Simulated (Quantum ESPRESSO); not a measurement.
# Nd (P6_3/mmc) in Quantum ESPRESSO: equation of state

How stiff is Nd in PBE, and what volume does it want? The cell is scaled to several volumes.

Program: Quantum ESPRESSO 7.5. These are calculated values, not measurements. Logs are shortened: lines on timing, memory, paths and dates and some standing lists are left out, and cuts for length are marked.

### Step 1. The crystal as given

The structure is hexagonal, space group P6_3/mmc (No. 194). Conventional cell: a = 3.657 Å, b = 3.657 Å, c = 5.902 Å, α = 90.00°, β = 90.00°, γ = 120.00°. Nd (site symmetry -6m2) has 12 Nd at 3.63 to 3.66 Å as nearest neighbours.

This isn't the form of Nd at room conditions, which is double hcp.

### Step 2. Single point, PBE, collinear spin, ferromagnetic start, 32.13 Å³/atom

The input, pw.in:

```
&CONTROL
  calculation = 'scf'
  prefix = 'pwscf'
  outdir = './tmp'
  pseudo_dir = './pseudo'
  tprnfor = .true.
  tstress = .true.
  disk_io = 'nowf'
/
&SYSTEM
  ibrav = 0
  nat = 2
  ntyp = 1
  ecutwfc = 55
  ecutrho = 440
  nbnd = 24
  occupations = 'smearing'
  smearing = 'fd'
  degauss = 0.00367493
  nspin = 2
  starting_magnetization(1) = 0.2143
/
&ELECTRONS
  conv_thr = 4d-10
  electron_maxstep = 120
  mixing_beta = 0.3
/
ATOMIC_SPECIES
Nd   144.2420 Nd.paw.z_14.atompaw.wentzcovitch.v1.2.upf
CELL_PARAMETERS angstrom
   3.5823463996    0.0000000000    0.0000000000
  -1.7911731998    3.1024029871    0.0000000000
   0.0000000000    0.0000000000    5.7815172136
ATOMIC_POSITIONS crystal
Nd     0.6666666667    0.3333333333    0.7500000000
Nd     0.3333333333    0.6666666667    0.2500000000
K_POINTS automatic
8 8 5 0 0 0
```

Potentials or basis: SSSP 1.3 efficiency PBE.

Run with:

```bash
OMP_NUM_THREADS=1 mpirun -n 2 pw.x -nk 2 -in pw.in > pw.out
```

pw.out:

```text
This program is part of the open-source Quantum ESPRESSO suite
     for quantum simulation of materials; please cite
         "P. Giannozzi et al., J. Phys.:Condens. Matter 21 395502 (2009);
         "P. Giannozzi et al., J. Phys.:Condens. Matter 29 465901 (2017);
         "P. Giannozzi et al., J. Chem. Phys. 152 154105 (2020);
     in publications or presentations arising from this work. More details at

     file Nd.paw.z_14.atompaw.wentzcovitch.v1.2.upf: wavefunction(s)  6S 0P 5D 0D 0F renormalized
     Message from routine setup:
     using ibrav=0 with symmetry is DISCOURAGED, use correct ibrav instead

     K-points division:     npool     =       2
     Subspace diagonalization in iterative solution of the eigenvalue problem:
     a serial algorithm will be used

     G-vector sticks info
     --------------------
     sticks:   dense  smooth     PW     G-vecs:    dense   smooth      PW
     Sum        1393     685    199                67597    23859    3825

     Using Slab Decomposition

     bravais-lattice index     =            0
     lattice parameter (alat)  =       6.7697  a.u.
     unit-cell volume          =     433.6149 (a.u.)^3
     number of atoms/cell      =            2
     number of atomic types    =            1
     number of electrons       =        28.00
     number of Kohn-Sham states=           24
     kinetic-energy cutoff     =      55.0000  Ry
     charge density cutoff     =     440.0000  Ry
     scf convergence threshold =      4.0E-10
     mixing beta               =       0.3000
     number of iterations used =            8  plain     mixing
     Exchange-correlation= SLA PW PBX PBC
                           (   1   4   3   4   0   0   0)

     celldm(1)=   6.769654  celldm(2)=   0.000000  celldm(3)=   0.000000
     celldm(4)=   0.000000  celldm(5)=   0.000000  celldm(6)=   0.000000

     crystal axes: (cart. coord. in units of alat)
               a(1) = (   1.000000   0.000000   0.000000 )
               a(2) = (  -0.500000   0.866025   0.000000 )
               a(3) = (   0.000000   0.000000   1.613891 )

     reciprocal axes: (cart. coord. in units 2 pi/alat)
               b(1) = (  1.000000  0.577350 -0.000000 )
               b(2) = (  0.000000  1.154701  0.000000 )
               b(3) = (  0.000000 -0.000000  0.619620 )

     PseudoPot. # 1 for Nd read from file:
     Nd.paw.z_14.atompaw.wentzcovitch.v1.2.upf
     Pseudo is Projector augmented-wave + core cor, Zval = 14.0
     Generated using ATOMPAW code
     Shape of augmentation charge: BESSEL
     Using radial grid of 1105 points,  8 beta functions with:
                l(1) =   0
                l(2) =   0
                l(3) =   1
                l(4) =   1
                l(5) =   2
                l(6) =   2
                l(7) =   3
                l(8) =   3
     Q(r) pseudized with 0 coefficients

     atomic species   valence    mass     pseudopotential
     Nd               14.00   144.24200     Nd( 1.00)

     Starting magnetic structure
     atomic species   magnetization
     Nd              0.214

     24 Sym. Ops., with inversion, found (12 have fractional translation)

   Cartesian axes

     site n.     atom                  positions (alat units)
         1        Nd     tau(   1) = (   0.5000000   0.2886751   1.2104184  )
         2        Nd     tau(   2) = (  -0.0000000   0.5773503   0.4034728  )

     number of k points=    30  Fermi-Dirac smearing, width (Ry)=  0.0037
                       cart. coord. in units 2pi/alat
        k(    1) = (   0.0000000   0.0000000   0.0000000), wk =   0.0031250
        k(    2) = (   0.0000000   0.0000000   0.1239241), wk =   0.0062500
        k(    3) = (   0.0000000   0.0000000   0.2478482), wk =   0.0062500
        k(    4) = (   0.0000000   0.1443376   0.0000000), wk =   0.0187500
        k(    5) = (   0.0000000   0.1443376   0.1239241), wk =   0.0375000
        k(    6) = (   0.0000000   0.1443376   0.2478482), wk =   0.0375000
[... 22 lines left out ...]
        k(   29) = (   0.2500000   0.5773503   0.1239241), wk =   0.0375000
        k(   30) = (   0.2500000   0.5773503   0.2478482), wk =   0.0375000

     Dense  grid:    67597 G-vectors     FFT dimensions: (  45,  45,  80)

     Smooth grid:    23859 G-vectors     FFT dimensions: (  32,  32,  54)

     Generating pointlists ...
     new r_m :   0.4093 (alat units)  2.7707 (a.u.) for type    1

     Initial potential from superposition of free atoms

     starting charge      27.9876, renormalised to      28.0000
     Starting wfcs are   64 randomized atomic wfcs
     Checking if some PAW data can be deallocated...

     Self-consistent Calculation

     iteration #  1     ecut=    55.00 Ry     beta= 0.30
     Davidson diagonalization with overlap
     ethr =  1.00E-02,  avg # of iterations =  1.0

     total energy              =   -1074.38309789 Ry
     estimated scf accuracy    <       0.89995293 Ry

     total magnetization       =     9.52 Bohr mag/cell
     absolute magnetization    =     9.52 Bohr mag/cell

     iteration #  2     ecut=    55.00 Ry     beta= 0.30
     Davidson diagonalization with overlap
     ethr =  3.21E-03,  avg # of iterations =  4.8

     total energy              =   -1074.51373165 Ry
     estimated scf accuracy    <       1.83734923 Ry

     total magnetization       =     5.64 Bohr mag/cell
     absolute magnetization    =     5.64 Bohr mag/cell

     iteration #  3     ecut=    55.00 Ry     beta= 0.30
     Davidson diagonalization with overlap
     ethr =  3.21E-03,  avg # of iterations =  1.7

     total energy              =   -1074.62588674 Ry
     estimated scf accuracy    <       0.13045674 Ry

     total magnetization       =     7.94 Bohr mag/cell
     absolute magnetization    =     7.94 Bohr mag/cell
[... 275 lines left out ...]
     total energy              =   -1074.76559848 Ry
     estimated scf accuracy    <          3.1E-09 Ry

     total magnetization       =     8.13 Bohr mag/cell
     absolute magnetization    =     8.13 Bohr mag/cell

     iteration # 31     ecut=    55.00 Ry     beta= 0.30
     Davidson diagonalization with overlap
     ethr =  1.10E-11,  avg # of iterations =  9.6

     total energy              =   -1074.76559851 Ry
     estimated scf accuracy    <          2.3E-09 Ry

     total magnetization       =     8.13 Bohr mag/cell
     absolute magnetization    =     8.13 Bohr mag/cell

     iteration # 32     ecut=    55.00 Ry     beta= 0.30
     Davidson diagonalization with overlap
     ethr =  8.06E-12,  avg # of iterations =  7.2

     Magnetic moment per site  (integrated on atomic sphere of radius R)
     atom   1 (R=0.409)  charge= 12.5092  magn=  3.7286
     atom   2 (R=0.409)  charge= 12.5092  magn=  3.7286

     End of self-consistent calculation

 ------ SPIN UP ------------

          k = 0.0000 0.0000 0.0000 (  2971 PWs)   bands (ev):

   -24.8130 -24.6233  -6.7207  -5.5297  -5.5297  -5.3391  -5.3391  -5.2759
     8.5481  10.3927  12.2290  12.2290  12.3879  12.3879  12.3892  12.4022
    12.6058  12.7676  12.7676  12.7898  12.8334  12.8334  12.9849  13.2682

          k = 0.0000 0.0000 0.1239 (  2936 PWs)   bands (ev):

   -24.7953 -24.6419  -6.5974  -5.5118  -5.5118  -5.4320  -5.3576  -5.3576
     8.8768  10.4350  12.2406  12.2406  12.3647  12.3647  12.3905  12.4010
    12.6306  12.7363  12.7889  12.7889  12.8730  12.8730  12.8998  13.2037

          k = 0.0000 0.0000 0.2478 (  2954 PWs)   bands (ev):

   -24.7486 -24.6900  -6.2622  -5.8192  -5.4646  -5.4646  -5.4057  -5.4057
     9.6754  10.3388  12.2727  12.2727  12.3180  12.3180  12.3937  12.3977
    12.5814  12.5938  12.8105  12.8480  12.8480  12.9020  12.9020  12.9796

          k = 0.0000 0.1443 0.0000 (  2962 PWs)   bands (ev):

   -24.7902 -24.6130  -6.6542  -5.6947  -5.5807  -5.5086  -5.3607  -5.3041
     8.9815  10.7663  12.2048  12.2073  12.2782  12.3154  12.3392  12.4389
    12.5027  12.6846  12.7639  12.7881  12.8162  12.8509  13.0431  13.2640

          k = 0.0000 0.1443 0.1239 (  2960 PWs)   bands (ev):

   -24.7737 -24.6303  -6.5472  -5.6695  -5.5949  -5.5602  -5.3822  -5.3748
     9.2846  10.8241  12.2162  12.2205  12.2835  12.3068  12.3318  12.3998
    12.5241  12.6075  12.7262  12.8169  12.8276  12.8870  13.0180  13.1607
[... 129 lines left out ...]
   -24.6132 -24.5936  -6.4991  -6.4699  -6.0084  -5.9235  -5.6314  -5.5231
    11.3123  11.3267  11.9835  12.0401  12.0842  12.1080  12.1673  12.1973
    12.3756  12.4377  12.8358  12.8693  13.0368  13.0720  13.2357  13.2482

          k = 0.2500 0.5774 0.0000 (  2984 PWs)   bands (ev):

   -24.6043 -24.5783  -6.4353  -6.2169  -6.1313  -5.9477  -5.8490  -5.7526
    11.1782  11.8663  11.8953  12.0909  12.0917  12.1601  12.2369  12.2478
    12.3759  12.6096  12.7048  12.9021  12.9865  13.0309  13.1854  13.2457

          k = 0.2500 0.5774 0.1239 (  2991 PWs)   bands (ev):

   -24.6018 -24.5807  -6.4619  -6.3261  -6.1981  -5.9096  -5.7783  -5.6393
    11.2218  11.8517  11.9031  12.0488  12.0652  12.1167  12.1764  12.2365
    12.3547  12.4819  12.7784  12.9174  13.0467  13.1038  13.1907  13.2261

          k = 0.2500 0.5774 0.2478 (  3001 PWs)   bands (ev):

   -24.5952 -24.5872  -6.5117  -6.4693  -6.1454  -6.0232  -5.5913  -5.5404
    11.2958  11.5886  11.9350  12.0274  12.0520  12.0631  12.1664  12.2051
    12.3377  12.3592  12.9581  12.9889  13.1348  13.1419  13.1994  13.2211

 ------ SPIN DOWN ----------

          k = 0.0000 0.0000 0.0000 (  2971 PWs)   bands (ev):

   -23.1879 -22.9833  -5.4331  -4.2233  -4.2233  -4.0256  -4.0256  -3.9088
     9.4792  11.4835  14.1048  14.3489  14.3985  14.5154  14.5154  14.6024
    14.6024  14.6324  14.8716  14.8717  15.1623  15.1623  15.4731  15.6283

          k = 0.0000 0.0000 0.1239 (  2936 PWs)   bands (ev):

   -23.1689 -23.0034  -5.3037  -4.2048  -4.2048  -4.0745  -4.0449  -4.0449
     9.8096  11.5052  14.1515  14.2147  14.2602  14.5237  14.5237  14.5933
    14.6103  14.6103  14.8739  14.8739  15.1479  15.1479  15.3969  15.6300

          k = 0.0000 0.0000 0.2478 (  2954 PWs)   bands (ev):

   -23.1186 -23.0554  -4.9514  -4.4843  -4.1559  -4.1559  -4.0948  -4.0948
    10.6178  11.3373  13.9033  13.9500  14.2792  14.4513  14.5508  14.5508
    14.5927  14.5927  14.9487  14.9487  15.0826  15.0827  15.3143  15.4015

          k = 0.0000 0.1443 0.0000 (  2962 PWs)   bands (ev):

   -23.1633 -22.9721  -5.3624  -4.3983  -4.2778  -4.2048  -4.0476  -3.9376
     9.9246  11.8900  13.7453  14.1585  14.2628  14.3302  14.5118  14.6340
    14.6675  14.7238  14.9002  14.9684  15.1181  15.1727  15.3668  15.5264

          k = 0.0000 0.1443 0.1239 (  2960 PWs)   bands (ev):

   -23.1454 -22.9908  -5.2505  -4.3713  -4.2818  -4.2563  -4.0701  -4.0269
    10.2239  11.9259  13.8124  13.8212  14.1524  14.4374  14.5326  14.6342
    14.6384  14.6588  14.9219  14.9722  15.0898  15.1605  15.3243  15.4363
[... 129 lines left out ...]
   -22.9717 -22.9505  -5.2256  -5.2027  -4.7284  -4.6387  -4.2995  -4.1797
    12.1538  12.2293  13.2580  13.5853  13.9692  14.1785  14.6689  14.7374
    14.8012  14.8346  14.9164  14.9596  15.0132  15.0704  15.2308  15.2671

          k = 0.2500 0.5774 0.0000 (  2984 PWs)   bands (ev):

   -22.9620 -22.9340  -5.1901  -4.9413  -4.8542  -4.6113  -4.5644  -4.4061
    11.8531  12.9590  13.1889  13.8506  14.0261  14.2367  14.7652  14.8311
    14.8513  14.8540  14.9436  14.9507  15.0020  15.0212  15.1477  15.1798

          k = 0.2500 0.5774 0.1239 (  2991 PWs)   bands (ev):

   -22.9593 -22.9366  -5.2054  -5.0482  -4.9234  -4.6270  -4.4453  -4.2966
    11.9655  13.0110  13.0622  13.3170  14.1166  14.3643  14.7771  14.8300
    14.8361  14.8667  14.9094  14.9529  15.0202  15.0503  15.1216  15.1492

          k = 0.2500 0.5774 0.2478 (  3001 PWs)   bands (ev):

   -22.9522 -22.9435  -5.2417  -5.1941  -4.8779  -4.7497  -4.2512  -4.1965
    12.1803  12.5806  13.1227  13.1770  14.1655  14.2970  14.8070  14.8211
    14.8349  14.8615  14.8874  14.9410  14.9868  15.0512  15.1551  15.1619

     the Fermi energy is    12.6005 ev

!    total energy              =   -1074.76559852 Ry
     total all-electron energy =     -1074.765599 Ry
     estimated scf accuracy    <          3.7E-10 Ry
     smearing contrib. (-TS)   =      -0.00402283 Ry
     internal energy E=F+TS    =   -1074.76157569 Ry

     The total energy is F=E-TS. E is the sum of the following terms:
     one-electron contribution =     -44.39871518 Ry
     hartree contribution      =      46.10380518 Ry
     xc contribution           =     -28.53802825 Ry
     ewald contribution        =    -188.45446033 Ry
     one-center paw contrib.   =    -859.47417711 Ry

     total magnetization       =     8.13 Bohr mag/cell
     absolute magnetization    =     8.13 Bohr mag/cell

     convergence has been achieved in  32 iterations

     Forces acting on atoms (cartesian axes, Ry/au):

     atom    1 type  1   force =     0.00000000    0.00000000    0.00000000
     atom    2 type  1   force =    -0.00000000   -0.00000000    0.00000000

     Total force =     0.000000     Total SCF correction =     0.000000

     Computing stress (Cartesian axis) and pressure

          total   stress  (Ry/bohr**3)                   (kbar)     P=       15.90
   0.00012764  -0.00000000   0.00000000           18.78       -0.00        0.00
  -0.00000000   0.00012764   0.00000000           -0.00       18.78        0.00
   0.00000000   0.00000000   0.00006899            0.00        0.00       10.15

=------------------------------------------------------------------------------=
   JOB DONE.
=------------------------------------------------------------------------------=
```

It took 4.1 min on 2 MPI ranks of Arm Neoverse V1, shared host; peak memory 0.84 GiB.

What came out:

```yaml
Free_energy: -14622.9309 eV
Pressure: 1.6 GPa
Band_gap_on_the_k_mesh: none (metal or under the smearing width)
Net_moment: 8.13 μB per cell
Absolute_moment: 8.13 μB per cell
Site_moments: Nd +3.73 μB
Valence_electrons_inside_the_program's_atomic_spheres: Nd 12.51
```

Caveat: the magnetic or orbital state may not be the lowest; spin-orbit coupling is left out, which moves the levels of the heavy elements.

### Step 3. Single point, PBE, collinear spin, ferromagnetic start, 32.81 Å³/atom

Edit pw.in of step 2 so:

```diff
@@ -30,5 +30,5 @@
 CELL_PARAMETERS angstrom
-   3.5823463996    0.0000000000    0.0000000000
-  -1.7911731998    3.1024029871    0.0000000000
-   0.0000000000    0.0000000000    5.7815172136
+   3.6075750223    0.0000000000    0.0000000000
+  -1.8037875112    3.1242516154    0.0000000000
+   0.0000000000    0.0000000000    5.8222334651
 ATOMIC_POSITIONS crystal
```

Potentials or basis: SSSP 1.3 efficiency PBE.

Run with:

```bash
OMP_NUM_THREADS=1 mpirun -n 2 pw.x -nk 2 -in pw.in > pw.out
```

Run time: 5.3 min. Hardware: 2 MPI ranks of Arm Neoverse V1, shared host; peak memory 0.86 GiB.

It converged, with:

* Free energy: -14622.9426 eV
* Pressure: 1.1 GPa
* Band gap on the k mesh: none (metal or under the smearing width)
* Net moment: 8.14 μB per cell
* Absolute moment: 8.14 μB per cell
* Site moments: Nd +3.74 μB
* Valence electrons inside the program's atomic spheres: Nd 12.52

Caveat: the magnetic or orbital state may not be the lowest; spin-orbit coupling is left out, which moves the levels of the heavy elements.

(Part 1 of 2 ends here.)
